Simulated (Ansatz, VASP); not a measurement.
## LiH in VASP and in Ansatz

File INCAR:

```
PREC     = Accurate       # precision mode
ENCUT    = 520            # plane-wave cutoff, eV
EDIFF    = 1E-7           # SCF threshold, eV
ISMEAR   = 0              # smearing method
SIGMA    = 0.02           # smearing width, eV
LREAL    = F              # projectors in reciprocal space
LASPH    = T              # aspherical terms in the spheres
NELM     = 80             # most SCF steps
ALGO     = Normal         # electronic algorithm
ISIF     = 2              # what is computed and relaxed
LWAVE    = F              # write WAVECAR
LCHARG   = F              # write CHGCAR
LDIPOL   = T            
IDIPOL   = 3            
DIPOL    = 0.5 0.5 0.292
GGA      = PE             # functional
NBANDS   = 12             # bands
```

KPOINTS

```
Automatic mesh
0
Gamma
  10 10 1
```

File POSCAR:

```
LiH
1.0
    2.7617105043      0.0000000000      0.0000000000
    0.0000000000      2.7617105043      0.0000000000
    0.0000000000      0.0000000000     29.1370357600
Li H
2 2
Direct
    0.5000000000      0.0000000000      0.2590059405
    0.0000000000      0.5000000000      0.3244439388
    0.5000000000      0.0000000000      0.3264380973
    0.0000000000      0.5000000000      0.2570117821
```

Input for Ansatz:

```yaml
crystal:
  lattice:
    - [2.7617105043, 0.0, 0.0]
    - [0.0, 2.7617105043, 0.0]
    - [0.0, 0.0, 29.13703576]
  atoms:
    - { symbol: Li, position: [0.5, 0.0, 0.2590059405] }
    - { symbol: Li, position: [0.0, 0.5, 0.3244439388] }
    - { symbol: H, position: [0.5, 0.0, 0.3264380973] }
    - { symbol: H, position: [0.0, 0.5, 0.2570117821] }
  periodic: [true, true, false]
basis:
  ecutwfc: 420
kpoints:
  mp_grid: { grid: [10, 10, 1] }
  band_path:
    path: [[0.0, 0.0, 0.0], [0.0, 0.5, 0.0], [0.5, 0.5, 0.0], [0.0, 0.0, 0.0]]
    npoints: 14
hamiltonian:
  xc: pbe
scf:
  occupations: { method: gaussian, width: 0.02 }
  n_extra_bands: 10
output:
  forces: true
  stress: true
  eigenvalues: true
  populations: true
  dos: { projected: true, de: 0.02, nscf_kmesh: { grid: [15, 15, 1] } }
  bader: true
  write_density: true
  write_potential: true
  elf: true
  volumetric_format: npy
```

The cell was built by a generator and needn't be a form met in nature.

Alike in both runs: task single point; functional PBE; k mesh 10 × 10 × 1; occupations gaussian, width 0.02 eV; no spin polarisation.

```csv
,VASP,Ansatz
version,VASP 6.6.1,Ansatz 0.2.0
potentials or method,"VASP PAW PBE potentials, release 64 (Li_sv, H)","scalar-relativistic, plane waves, PAW"
plane-wave cutoff (eV),520,420
valence electrons in the cell,8,8
```

|  | VASP | Ansatz | Ansatz less VASP |
| --- | --- | --- | --- |
| gap on the k mesh at the Fermi level (eV) | 2.05 | 2.05 | -0.001 |
| least direct gap on the mesh (eV) | 3.79 | 3.79 | +0.004 |

 A hybrid or GW would open this gap; PBE tends to underestimate it.
